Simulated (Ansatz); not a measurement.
The system is Al.

```xyz
1
Lattice="0.0000 2.0248 2.0248 2.0248 0.0000 2.0248 2.0248 2.0248 0.0000" Properties=species:S:1:pos:R:3 pbc="T T T"
Al    0.0000    0.0000    0.0000
```

* Program: Ansatz 0.2.0
* Task: relaxation of cell and atoms
* Functional: PBEsol
* Dispersion: D4
* Potentials or basis: Ansatz PAW
* Cutoff: 420 eV (not typed: the program's choice for these potentials)
* k mesh: 11 × 11 × 11
* Occupations: fermi-dirac, width 0.05 eV
* Spin: no spin polarisation

At the start: volume 16.60 Å³/atom.

**Question.** How do energy, volume and symmetry change on relaxing?

**Answer.** It ends after 5 steps and the volume is 15.84 Å³/atom (-4.6 %); space group Fm-3m (No. 225, to 0.05 Å).

The path:
| step | energy change (eV) | largest force (eV/Å) | volume (Å³) |
| --- | --- | --- | --- |
| 1 | 0.0000 | 0.0000 | 16.60 |
| 2 | -0.0092 | 0.0000 | 15.70 |
| 3 | -0.0095 | 0.0000 | 15.86 |
| 4 | -0.0095 | 0.0000 | 15.84 |
| 5 | -0.0093 | 0.0000 | 15.84 |

Final structure:
```xyz
1
Lattice="0.0000 1.9935 1.9935 1.9935 0.0000 1.9935 1.9935 1.9935 0.0000" Properties=species:S:1:pos:R:3 pbc="T T T"
Al    0.0000    0.0000    0.0000
```

The cell as given is a measured one (16.60 Å³/atom); PBEsol+D4 puts the equilibrium volume -4.6 % from it, thermal expansion not counted.

Caveat: the plane-wave basis is chosen anew once the cell has moved, so the energies of steps on either side of that aren't comparable; pairwise dispersion overbinds metals, which lowers pressure and volume; the PAW data sets come from PBE, with cores solved anew for the run's functional, which leaves a small shift of forces and pressure.
